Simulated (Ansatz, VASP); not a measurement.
**Two plane-wave programs on TaN**

```
Ta N
1.0
     2.94112    0.00000    0.00000
    -1.47056    2.54708    0.00000
     0.00000    0.00000    5.95570
Ta N
2 2
Direct
  0.00000 0.00000 0.50000
  0.00000 0.00000 0.00000
  0.33333 0.66667 0.25000
  0.66667 0.33333 0.75000
```

Change from the starting cell: volume scaled by 1.02.

Alike in both runs: task single point; functional PBE; k mesh 10 × 10 × 5; occupations fermi-dirac, width 0.05 eV; no spin polarisation.

|  | VASP | Ansatz |
| --- | --- | --- |
| version | VASP 6.6.1 | Ansatz 0.2.0 |
| potentials or method | VASP PAW PBE potentials, release 64 (Ta_pv, N) | Ansatz PAW |
| plane-wave cutoff (eV) | 520 | 420 |
| valence electrons in the cell | 32 | 36 |

```tsv
	VASP	Ansatz	Ansatz less VASP
gap on the k mesh at the Fermi level (eV)	none	none	-
pressure (GPa)	-6.6	-7.2	-0.61
largest component of the traceless stress (GPa)	0.43	0.47	+0.039
```

A gap of «none» marks a metal or a gap that the smearing closes. The two sets of potentials don't hold the same shells in valence.

Caveats: the pressure holds a Pulay correction of +0.4 GPa for the finite cutoff (Ansatz). Spin-orbit coupling is left out, which matters for the levels of Ta.
